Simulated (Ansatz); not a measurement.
Property card for CuI

All numbers below come from DFT PBE, scalar-relativistic, plane waves, PAW in Ansatz.

Plane waves to 420 eV, a k mesh through Γ of 12×12×12 on the computed 4-atom cell and Gaussian smearing (0.10 eV); no spin polarisation.

The structure is relaxed at this level of theory with its symmetry kept. This form isn't the usual stable structure of the compound.

```
Cu I
1.0
     2.22778    1.28621    6.84680
    -2.22778    1.28621    6.84680
     0.00000   -2.57242    6.84680
Cu I
2 2
Direct
  0.12328 0.12328 0.12328
  0.87672 0.87672 0.87672
  0.00000 0.00000 0.00000
  0.50000 0.50000 0.50000
```

(1) Formation energy from the elements' standard states (uncorrected)?

(2) Density of states at the Fermi level?

(3) Löwdin character within 0.5 eV of the Fermi level?

(4) Bader charges (e)?

Spin-orbit coupling is left out, which matters for the bands of heavy elements.

A ferromagnetic start lost its moments in a first run, so spin was left out; other magnetic orders weren't tried.

## Answers

(1) +0.107 eV/atom.

(2) 0.03 states/eV per cell (so small that it hangs on the mesh: a semimetal, or crossings between mesh points).

(3) I 5p 69 %, Cu 3d 24 %.

(4) Cu (2 in the cell) 0.34, I (1 in the cell) -0.40, I (1 in the cell) -0.29.

Cost: 1 run of about 4.4 core-minutes, on Arm Neoverse V1 (shared hosts).